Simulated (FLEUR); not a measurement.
The system is C.

```
C
1.0
     2.52210    0.00000    0.00000
    -1.26105    2.18420    0.00000
     0.00000    0.00000    8.23710
C
8
Direct
  0.66667 0.33333 0.84375
  0.33333 0.66667 0.34375
  0.66667 0.33333 0.65625
  0.33333 0.66667 0.15625
  0.00000 0.00000 0.90625
  0.00000 0.00000 0.40625
  0.00000 0.00000 0.59375
  0.00000 0.00000 0.09375
```

This is a hexagonal form of diamond, not graphite.

Base run:

```yaml
Program: FLEUR MaX-R8.1 (later development tree)
Functional: PW91
Potentials_or_basis: all-electron
Basis: FLAPW
Kmax: 5.33 1/bohr
k_mesh: 12 × 12 × 4
Occupations: fermi-dirac, width 0.05 eV
Spin: no spin polarisation
```

Its results: band gap on the k mesh 4.46 eV, indirect (least direct gap 5.22 eV).

Task: The run is repeated on the same cell with these changes: functional from PW91 to LDA (Wigner correlation). What comes out?

Result: Band gap on the k mesh 4.30 eV, indirect (least direct gap 5.10 eV).
